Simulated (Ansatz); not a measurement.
Wanted: the native input for an Ansatz 0.2.0 run.

* Task: single point
* Functional: PBE
* Potentials or basis: Ansatz PAW
* Cutoff: 250 eV
* Density cutoff: 1000 eV
* k mesh: 6 × 6 × 6
* Occupations: fermi-dirac, width 0.05 eV
* Spin: no spin polarisation

The system is SiO2.

```
CELL_PARAMETERS angstrom
-4.47204 4.47204 2.61177
4.47204 -4.47204 2.61177
4.47204 4.47204 -2.61177
ATOMIC_POSITIONS crystal
Si 0.82311 0.82311 0.64622
Si 0.17689 0.82311 0.00000
Si 0.82311 0.17689 0.00000
Si 0.17689 0.17689 0.35378
O 0.00000 0.79145 0.79145
O 0.20855 0.00000 0.20855
O 0.79145 0.00000 0.79145
O 0.00000 0.20855 0.20855
O 0.00000 0.00000 0.50000
O 0.50000 0.00000 0.00000
O 0.00000 0.50000 0.00000
O 0.50000 0.50000 0.50000
```

The cell comes from a database or a generator and needn't be the stable form of this composition.

One way to write it, as run:

input.yaml

```yaml
crystal:
  lattice:
    - [-4.47204052, 4.47204052, 2.61177035]
    - [4.47204052, -4.47204052, 2.61177035]
    - [4.47204052, 4.47204052, -2.61177035]
  atoms:
    - { symbol: Si, position: [0.82311142, 0.82311142, 0.64622284] }
    - { symbol: Si, position: [0.17688858, 0.82311142, 0.0] }
    - { symbol: Si, position: [0.82311142, 0.17688858, 0.0] }
    - { symbol: Si, position: [0.17688858, 0.17688858, 0.35377716] }
    - { symbol: O, position: [0.0, 0.79145134, 0.79145134] }
    - { symbol: O, position: [0.20854866, 0.0, 0.20854866] }
    - { symbol: O, position: [0.79145134, 0.0, 0.79145134] }
    - { symbol: O, position: [0.0, 0.20854866, 0.20854866] }
    - { symbol: O, position: [0.0, 0.0, 0.5] }
    - { symbol: O, position: [0.5, 0.0, 0.0] }
    - { symbol: O, position: [0.0, 0.5, 0.0] }
    - { symbol: O, position: [0.5, 0.5, 0.5] }
hamiltonian:
  xc: pbe
  pseudopotentials: { kind: paw }
kpoints:
  mp_grid: { grid: [6, 6, 6] }
scf:
  occupations: { method: fermi_dirac, width: 0.05 }
basis:
  ecutwfc: "250 eV"
output:
  forces: true
  stress: true
  eigenvalues: true
  write_density: true
  write_potential: true
  elf: true
  volumetric_format: npy
```

Potentials or basis: Ansatz PAW.

Command:

```console
$ ansatz run input.yaml --threads 4 --pin off --max-ram 11264MiB --backend cpu --events-out ev --progress --plain --runs-dir out
```

Results of the run:

* Pressure: 5.5 GPa
* Largest force: 0.356 eV/Å
* Band gap on the k mesh: 5.31 eV, direct

Caveat: the pressure holds a Pulay correction of +53.0 GPa for the finite cutoff; the cutoff lies under the one recommended for these potentials.

Wall time 2.9 s on 4 threads of Arm Neoverse V2, on a shared host, peak memory 0.46 GiB.
